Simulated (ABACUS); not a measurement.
# MoS2 in ABACUS: equation of state, part 2 of 2

ABACUS 3.10.1.

## 3. Equation of state, PBEsol, 48.71 Å³/atom (volume scaled by 0.96)

The input, INPUT:

```
INPUT_PARAMETERS
suffix              MoS2
calculation         scf
basis_type          pw
pseudo_dir          ./
symmetry            1
dft_functional      pbesol
ecutwfc             81
pseudo_rcut         7
nspin               1
nbands              17
ks_solver           dav
smearing_method     fd
smearing_sigma      0.00367493
scf_thr             1e-08
scf_nmax            100
mixing_type         broyden
mixing_beta         0.7
cal_force           1
cal_stress          1
kpar                4
```

The input, STRU:

```
ATOMIC_SPECIES
Mo 95.9500 Mo.upf
S 32.0600 S.upf

LATTICE_CONSTANT
1.8897261246

LATTICE_VECTORS
3.1410920760 0.0000000000 0.0000000000
-1.5705460380 2.7202655334 0.0000000000
0.0000000000 0.0000000000 17.1003198802

ATOMIC_POSITIONS
Direct

Mo
0.0
1
0.0000000000 0.0000000000 0.0000000000 1 1 1

S
0.0
2
0.3333333333 0.6666666667 0.9105070200 1 1 1
0.3333333333 0.6666666667 0.0894929800 1 1 1
```

The input, KPT:

```
K_POINTS
0
Gamma
10 10 2 0 0 0
```

Potentials or basis: PseudoDojo NC SR 0.4.1 PBEsol standard, plane waves.

Started as:

```bash
$ OMP_NUM_THREADS=1 mpirun -np 4 abacus > log
```

It took 37 s on 4 MPI ranks of AMD EPYC 7R43 (Zen 3), shared host; peak memory 0.8 GiB.

The run converged. Its results:

```
Free energy            : -2514.7506 eV
Largest force          : 0.573 eV/Å
Band gap on the k mesh : 1.85 eV, indirect (least direct gap 2.04 eV)
```

## 4. Equation of state, PBEsol, 49.72 Å³/atom (volume scaled by 0.98)

INPUT is that of step 3.

STRU: that of step 3 with these lines changed.

```diff
@@ -8,5 +8,5 @@
 LATTICE_VECTORS
-3.1410920760 0.0000000000 0.0000000000
--1.5705460380 2.7202655334 0.0000000000
-0.0000000000 0.0000000000 17.1003198802
+3.1627554646 0.0000000000 0.0000000000
+-1.5813777323 2.7390265783 0.0000000000
+0.0000000000 0.0000000000 17.2182568475
```

KPT is that of step 3.

Started as:

```bash
$ OMP_NUM_THREADS=1 mpirun -np 4 abacus > log
```

It took 38 s on 4 MPI ranks of AMD EPYC 7R43 (Zen 3), shared host; peak memory 0.84 GiB.

The run converged. Its results:

| Item | Value |
| --- | --- |
| Free energy | -2514.7601 eV |
| Largest force | 0.200 eV/Å |
| Band gap on the k mesh | 1.79 eV, indirect (least direct gap 1.98 eV) |

## 5. Equation of state, PBEsol, 50.73 Å³/atom

INPUT is that of step 4.

STRU: that of step 4 with these lines changed.

```diff
@@ -8,5 +8,5 @@
 LATTICE_VECTORS
-3.1627554646 0.0000000000 0.0000000000
--1.5813777323 2.7390265783 0.0000000000
-0.0000000000 0.0000000000 17.2182568475
+3.1841260822 0.0000000000 0.0000000000
+-1.5920630411 2.7575340760 0.0000000000
+0.0000000000 0.0000000000 17.3345999500
```

KPT is that of step 4.

Started as:

```bash
$ OMP_NUM_THREADS=1 mpirun -np 4 abacus > log
```

Run time: 35 s. Hardware: 4 MPI ranks of AMD EPYC 7R43 (Zen 3), shared host; peak memory 0.84 GiB.

It converged, with:

```yaml
Free_energy: -2514.7485 eV
Largest_force: 0.143 eV/Å
Band_gap_on_the_k_mesh: 1.73 eV, indirect (least direct gap 1.93 eV)
```

## 6. Equation of state, PBEsol, 51.75 Å³/atom (volume scaled by 1.02)

INPUT is that of step 5.

STRU: that of step 5 with these lines changed.

```diff
@@ -8,5 +8,5 @@
 LATTICE_VECTORS
-3.1841260822 0.0000000000 0.0000000000
--1.5920630411 2.7575340760 0.0000000000
-0.0000000000 0.0000000000 17.3345999500
+3.2052136244 0.0000000000 0.0000000000
+-1.6026068122 2.7757964233 0.0000000000
+0.0000000000 0.0000000000 17.4494019708
```

KPT is that of step 5.

Potentials or basis: PseudoDojo NC SR 0.4.1 PBEsol standard, plane waves.

Started as:

```bash
$ OMP_NUM_THREADS=1 mpirun -np 4 abacus > log
```

Run time: 39 s. Hardware: 4 MPI ranks of AMD EPYC 7R43 (Zen 3), shared host; peak memory 0.88 GiB.

The run converged. Its results:

* Free energy: -2514.7179 eV
* Largest force: 0.457 eV/Å
* Band gap on the k mesh: 1.68 eV, indirect (least direct gap 1.87 eV)

## 7. Equation of state, PBEsol, 52.76 Å³/atom (volume scaled by 1.04)

INPUT is that of step 6.

STRU: that of step 6 with these lines changed.

```diff
@@ -8,5 +8,5 @@
 LATTICE_VECTORS
-3.2052136244 0.0000000000 0.0000000000
--1.6026068122 2.7757964233 0.0000000000
-0.0000000000 0.0000000000 17.4494019708
+3.2260272831 0.0000000000 0.0000000000
+-1.6130136416 2.7938215805 0.0000000000
+0.0000000000 0.0000000000 17.5627129508
```

KPT is that of step 6.

Started as:

```bash
$ OMP_NUM_THREADS=1 mpirun -np 4 abacus > log
```

It took 42 s on 4 MPI ranks of AMD EPYC 7R43 (Zen 3), shared host; peak memory 0.88 GiB.

Results (log left out):

- Free energy: -2514.6704 eV
- Largest force: 0.748 eV/Å
- Band gap on the k mesh: 1.63 eV, indirect (least direct gap 1.82 eV)

## 8. Equation of state, PBEsol, 53.78 Å³/atom (volume scaled by 1.06)

INPUT is that of step 7.

STRU: that of step 7 with these lines changed.

```diff
@@ -8,5 +8,5 @@
 LATTICE_VECTORS
-3.2260272831 0.0000000000 0.0000000000
--1.6130136416 2.7938215805 0.0000000000
-0.0000000000 0.0000000000 17.5627129508
+3.2465757816 0.0000000000 0.0000000000
+-1.6232878908 2.8116171022 0.0000000000
+0.0000000000 0.0000000000 17.6745803806
```

KPT is that of step 7.

Started as:

```bash
$ OMP_NUM_THREADS=1 mpirun -np 4 abacus > log
```

It took 42 s on 4 MPI ranks of AMD EPYC 7R43 (Zen 3), shared host; peak memory 0.84 GiB.

Results (log left out):

| Quantity | Value |
| --- | --- |
| Free energy | -2514.6077 eV |
| Largest force | 1.018 eV/Å |
| Band gap on the k mesh | 1.58 eV, indirect (least direct gap 1.77 eV) |

## 9. Equation of state, PBEsol

Potentials or basis: PseudoDojo NC SR 0.4.1 PBEsol standard, plane waves.

This step only gathers the single runs of the series.

What came out:

- Equilibrium volume: 49.65 Å³/atom
- Bulk modulus at fixed shape and positions: 55 GPa
- Pressure derivative of the bulk modulus: 4.4

Energy against volume, from the lowest point:
| volume (Å³/atom) | energy (meV/atom) |
| --- | --- |
| 47.690 | 14.21 |
| 48.705 | 3.17 |
| 49.720 | 0.00 |
| 50.735 | 3.87 |
| 51.749 | 14.06 |
| 52.764 | 29.89 |
| 53.779 | 50.79 |

Caveat: the cell was scaled at fixed shape and fractional positions, which overstates the stiffness of a crystal with free parameters, most of all of layers and chains.
